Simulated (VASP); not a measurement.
Here is a VASP 6.6.1 calculation.

File INCAR:

```
SYSTEM = MgS
PREC = Accurate
ENCUT = 520
EDIFF = 1E-8
ISMEAR = -5
SIGMA = 0.5
LREAL = .False.
LASPH = .True.
NELM = 60
ALGO = Fast
ISIF = 2
LWAVE = .False.
LCHARG = .False.
GGA = PE
IVDW = 3
LCHIMAG = .True.
DQ = 0.001
ICHIBARE = 1
LNMR_SYM_RED = .True.
ISYM = 1
AMIX = 0.2
BMIX = 1E-4
AMIX_MAG = 0.8
BMIX_MAG = 1E-4
```

Contents of KPOINTS:

```
Automatic mesh
0
Gamma
  8 8 4
  0 0 0
```

File POSCAR:

```
MgS
1.0
    4.0346224068      0.0000000000      0.0000000000
   -2.0173112034      3.4940854990      0.0000000000
    0.0000000000      0.0000000000      6.4322941800
S Mg
2 2
Direct
    0.6666666667      0.3333333333      0.8792441500
    0.3333333333      0.6666666667      0.3792441500
    0.3333333333      0.6666666667      0.9957548500
    0.6666666667      0.3333333333      0.4957548500
```

Potentials or basis: VASP PAW PBE potentials, release 64 (S, Mg_pv).

The run is started by

```bash
$ cat potpaw_PBE.64/S/POTCAR potpaw_PBE.64/Mg_pv/POTCAR > POTCAR
$ mpirun -np 1 vasp_std > vasp.out
```

What does it give for the dispersion energy per atom?

-0.085 eV.

Chemical shielding (ppm):
```tsv
atom	isotropic	span	skew
1 S	698	13	1.00
2 S	698	13	1.00
3 Mg	487	12	-1.00
4 Mg	487	12	-1.00
```
